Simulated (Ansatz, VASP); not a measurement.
# Two plane-wave programs on C

```
C
1.0
     0.00000    2.24540    3.00422
     1.29636    0.00000    3.00422
     1.29636    2.24540    0.00000
C
2
Direct
  0.16667 0.83333 0.16667
  0.83333 0.16667 0.83333
```

Alike in both runs: task single point; functional PBEsol; k mesh 14 × 14 × 14; occupations gaussian, width 0.05 eV; no spin polarisation.

|  | VASP | Ansatz |
| --- | --- | --- |
| version | VASP 6.6.1 | Ansatz 0.2.0 |
| potentials or method | VASP PAW PBE potentials, release 64 (C) | scalar-relativistic, plane waves, PAW |
| plane-wave cutoff (eV) | 520 | 420 |
| valence electrons in the cell | 8 | 8 |

|  | VASP | Ansatz | Ansatz less VASP |
| --- | --- | --- | --- |
| gap on the k mesh at the Fermi level (eV) | none | none | - |
| rms of the force components (eV/Å) | 0.017 | 0.016 | -0.0002 |

Atom by atom the forces differ by 0.000 eV/Å (rms over components). A gap of «none» marks a metal or a gap that the smearing closes.

Caveats: the PAW data sets were made with another functional, which shifts forces and pressure a little (VASP).
